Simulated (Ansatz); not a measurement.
Input and command of a plane-wave DFT calculation in Ansatz:

```yaml
crystal:
  lattice:
    - [4.7062315606, -4.1831107724, 0.0040720567]
    - [4.7062315606, 4.1831107724, 0.0040720567]
    - [-0.018647159, 0.0, 5.696022069]
  atoms:
    - { symbol: P, position: [0.8445541634, 0.8445541634, 0.2497776141] }
    - { symbol: P, position: [0.1554458366, 0.1554458366, 0.7502223859] }
    - { symbol: P, position: [0.7147119175, 0.7147119175, 0.5725434636] }
    - { symbol: P, position: [0.2852880825, 0.2852880825, 0.4274565364] }
    - { symbol: P, position: [0.5201056102, 0.7754040928, 0.2507555601] }
    - { symbol: P, position: [0.2245959072, 0.4798943898, 0.7492444399] }
    - { symbol: P, position: [0.4798943898, 0.2245959072, 0.7492444399] }
    - { symbol: P, position: [0.7754040928, 0.5201056102, 0.2507555601] }
basis:
  ecutwfc: 500
kpoints:
  mp_grid: { grid: [4, 4, 4] }
hamiltonian:
  xc: r2scan
scf:
  occupations: { method: gaussian, width: 0.05 }
output:
  forces: true
  stress: true
  eigenvalues: true
```

```bash
ansatz run input.yaml --threads 2 --pin off --max-ram 5120MiB --backend cpu --events-out ev --progress --plain --runs-dir out
```

Processor: AMD EPYC 7R32 (Zen 2), 2 threads, on a host shared with other jobs.

Problem. How long does it run, and how much memory does it take?

Solution. About 9.3 s on 2 threads of AMD EPYC 7R32 (Zen 2), with other jobs on the host, peak memory 0.99 GiB. It solves 28 bands at 24 k points (the mesh reduced by symmetry) with about 5709 plane waves, in 8 SCF iterations.
